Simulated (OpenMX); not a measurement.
Set up this calculation in OpenMX 3.8.5, as the native input.

```
Task                : band structure
Functional          : PBE
Potentials or basis : OpenMX 2013 PBE set, Y8.0-s3p2d1, grid cutoff 400 Ry
k mesh              : 7 × 7 × 5
Occupations         : fermi-dirac, width 0.05 eV
Spin                : no spin polarisation
Mixing scheme       : rmm-diisk
SCF threshold       : 1e-08 Ha
Solver              : band
Max SCF cycles      : 100
```

The system is Y.

```
CELL_PARAMETERS angstrom
3.64740 0.00000 0.00000
-1.82370 3.15874 0.00000
0.00000 0.00000 5.73060
ATOMIC_POSITIONS crystal
Y 0.66667 0.33333 0.75000
Y 0.33333 0.66667 0.25000
```

These files were run (other wordings do the same):

Y.dat

```
System.CurrrentDirectory             ./
System.Name                          Y
DATA.PATH                            ./DFT_DATA13
level.of.stdout                      1
level.of.fileout                     0
Species.Number                       1
<Definition.of.Atomic.Species
  Y   Y8.0-s3p2d1            Y_PBE13
Definition.of.Atomic.Species>

Atoms.Number                         2
Atoms.SpeciesAndCoordinates.Unit     FRAC
<Atoms.SpeciesAndCoordinates
    1  Y     0.6666666667    0.3333333333    0.7500000000   5.500  5.500
    2  Y     0.3333333333    0.6666666667    0.2500000000   5.500  5.500
Atoms.SpeciesAndCoordinates>

Atoms.UnitVectors.Unit               Ang
<Atoms.UnitVectors
     3.6474000000    0.0000000000    0.0000000000
    -1.8237000000    3.1587410578    0.0000000000
     0.0000000000    0.0000000000    5.7306000000
Atoms.UnitVectors>

scf.XcType                           GGA-PBE
scf.SpinPolarization                 off
scf.ElectronicTemperature            580.226
scf.energycutoff                     400.0
scf.maxIter                          100
scf.EigenvalueSolver                 band
scf.Kgrid                            7 7 5
scf.Mixing.Type                      rmm-diisk
scf.Init.Mixing.Weight               0.05
scf.Min.Mixing.Weight                0.001
scf.Max.Mixing.Weight                0.3
scf.Mixing.History                   25
scf.Mixing.StartPulay                8
scf.criterion                        1.0e-8
scf.stress.tensor                    on
MD.Type                              nomd
Band.dispersion                      on
Band.Nkpath                          9
<Band.kpath
   17   0.000000  0.000000  0.000000    0.500000  0.000000  0.000000  G M
   10   0.500000  0.000000  0.000000    0.333333  0.333333  0.000000  M K
   19   0.333333  0.333333  0.000000    0.000000  0.000000  0.000000  K G
    9   0.000000  0.000000  0.000000    0.000000  0.000000  0.500000  G A
   17   0.000000  0.000000  0.500000    0.500000  0.000000  0.500000  A L
   10   0.500000  0.000000  0.500000    0.333333  0.333333  0.500000  L H
   19   0.333333  0.333333  0.500000    0.000000  0.000000  0.500000  H A
    9   0.500000  0.000000  0.500000    0.500000  0.000000  0.000000  L M
    9   0.333333  0.333333  0.000000    0.333333  0.333333  0.500000  K H
Band.kpath>
```

Potentials or basis: OpenMX 2013 PBE set, Y8.0-s3p2d1, grid cutoff 400 Ry.

Run with:

```bash
$ openmx Y.dat -nt 1 > Y.std
```

It gave:

- Pressure: 0.0 GPa
- Largest force: 0.006 eV/Å
- Band gap along the path: none (metal or under the smearing width)

Caveat: the basis of atomic orbitals isn't converged, which shifts pressures, moduli and gaps.

It took 59 s on 1 thread of Intel(R) Xeon(R) 6975P-C (Granite Rapids) (shared host), peak memory 0.84 GiB.
